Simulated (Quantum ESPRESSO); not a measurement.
Here is a Quantum ESPRESSO 7.5 calculation.

The input run.py:

```python
import numpy as np
from ase.calculators.espresso import Espresso, EspressoProfile
from ase.io import read

atoms = read('ZnS.xyz')

input_data = {
    'control': {'calculation': 'scf', 'prefix': 'pwscf', 'outdir': './tmp', 'tprnfor': True, 'tstress': True, 'disk_io': 'nowf'},
    'system': {'ecutwfc': 55.0, 'ecutrho': 440.0, 'nbnd': 20, 'occupations': 'smearing', 'smearing': 'fd', 'degauss': 0.00367493},
    'electrons': {'conv_thr': 4e-10, 'electron_maxstep': 120, 'mixing_beta': 0.5},
}
pseudopotentials = {'Zn': 'Zn_pbe_v1.uspp.F.UPF', 'S': 's_pbe_v1.4.uspp.F.UPF'}
profile = EspressoProfile(command='pw.x', pseudo_dir='pseudo')
atoms.calc = Espresso(profile=profile, input_data=input_data, pseudopotentials=pseudopotentials, kpts=(9, 9, 9), koffset=(0, 0, 0))

print(f'energy {atoms.get_potential_energy():.8f} eV')
print('forces (eV/A)')
print(np.round(atoms.get_forces(), 6))
print('stress (eV/A^3, Voigt)')
print(np.round(atoms.get_stress(), 8))
print(f'Fermi level {atoms.calc.get_fermi_level():.4f} eV')
```

Contents of ZnS.xyz:

```xyz
2
Lattice="0.0000000000 2.7020000000 2.7020000000 2.7020000000 0.0000000000 2.7020000000 2.7020000000 2.7020000000 0.0000000000" Properties=species:S:1:pos:R:3 pbc="T T T"
Zn     4.0530000000      4.0530000000      4.0530000000
S      0.0000000000      0.0000000000      0.0000000000
```

Potentials or basis: SSSP 1.3 efficiency PBE.

Run with:

```console
$ OMP_NUM_THREADS=1 python run.py
```

(1) What does it give for the band gap on the k mesh?

(2) Estimate the pressure.

## Answers

(1) 2.11 eV, direct.

(2) 1.7 GPa.

**The experiment to reproduce.**

From “Electronic, vibrational, and thermodynamic properties of ZnS (zincblende and rocksalt structure)”, 2009, arxiv:0911.5022, for a bulk crystal of ZnS at 19 K: band gap 3.85 eV (direct).

Measured gap of ZnS: 3.85 eV (direct; 19 K; quoted in “Electronic, vibrational, and thermodynamic properties of ZnS (zincblende and rocksalt structure)”, 2009, arxiv:0911.5022). This calculation gives 2.11 eV (-1.74 eV). The value is that of PBE, without temperature or zero-point motion. Semilocal functionals fall short of measured gaps as a rule.
